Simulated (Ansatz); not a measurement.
TiAl:

```
CELL_PARAMETERS angstrom
3.17906 0.00000 0.00000
0.00000 3.17906 0.00000
0.00000 0.00000 3.17906
ATOMIC_POSITIONS crystal
Ti 0.00000 0.00000 0.00000
Al 0.50000 0.50000 0.50000
```

The cell comes from a database or a generator and needn't be the stable form of this composition.

Base run:

| Quantity | Value |
| --- | --- |
| Program | Ansatz 0.2.0 |
| Functional | PBEsol |
| Potentials or basis | all-electron LAPW, scalar-relativistic |
| Cutoff | 205 eV (chosen from the basis error) |
| Basis error allowed | 0.001 eV/atom |
| k mesh | 8 × 8 × 8 |
| Occupations | fermi-dirac, width 0.05 eV |
| Spin | no spin polarisation |

Its results: band gap on the k mesh none (metal or under the smearing width); pressure -2.4 GPa.

The run is repeated on the same cell with these changes: functional from PBEsol to RPBE; occupations from fermi-dirac, width 0.05 eV to gaussian, width 0.02 eV. What comes out?

Band gap on the k mesh none (metal or under the smearing width); pressure 3.4 GPa.
